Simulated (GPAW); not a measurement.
Runs of GPAW 26.7.0 on SnSe2. The structure is trigonal, space group P-3m1 (No. 164). The conventional cell has a = 3.811 Å, b = 3.811 Å, c = 6.136 Å, α = 90.00°, β = 90.00°, γ = 120.00°. Sn (site symmetry -3m) is surrounded by 6 Se at 2.68 Å. Around Se (site symmetry 3m) lie 3 Sn at 2.68 Å. 

| task | level | potentials or basis | smearing | response ecut | maxiter | response k mesh | response bands | kernels | gap on the mesh (eV) |
| --- | --- | --- | --- | --- | --- | --- | --- | --- | --- |
| single point | LDA | the program's PAW data sets (release 1.2.1) made for this functional, pw | fermi-dirac 0.05 eV | - | 120 | - | - | - | 0.68 |
| dielectric tensor | RPBE | the program's PAW data sets (release 1.2.1) made for this functional, pw | fermi-dirac 0.001 eV | 80 eV | 150 | 14 × 14 × 8 | 43 | ["RPA"] | 0.90 |
| dielectric tensor | LDA | the program's PAW data sets (release 1.2.1) made for this functional, pw | fermi-dirac 0.001 eV | 80 eV | 150 | 14 × 14 × 8 | 43 | ["RPA"] | 0.68 |
| dielectric tensor | AM05 | PAW data sets generated in the run's folder for this functional, pw | fermi-dirac 0.001 eV | 80 eV | 150 | 14 × 14 × 8 | 43 | ["RPA"] | (a) |
| dielectric tensor | PBEsol | PAW data sets generated in the run's folder for this functional, pw | fermi-dirac 0.001 eV | 80 eV | 150 | 14 × 14 × 8 | 43 | ["RPA"] | 0.74 |

Alike in all rows: no spin polarisation; cell as given; k mesh 7 × 7 × 4; cutoff (eV) 500.

Fill in the values left out.

(a) 0.79.

Caveats: spin-orbit coupling is left out, which moves the levels of the heavy elements; the long-wavelength limit can be off by a per cent or two (some runs); an odd mesh through Γ misses points on the zone boundary, where band edges often lie (some runs); the gap is small at this level, which inflates the dielectric constant (some runs).

A k mesh can miss the band edges, and the runs leave out spin-orbit coupling on Se, Sn.

Runs at the PBE level aren't shown here.
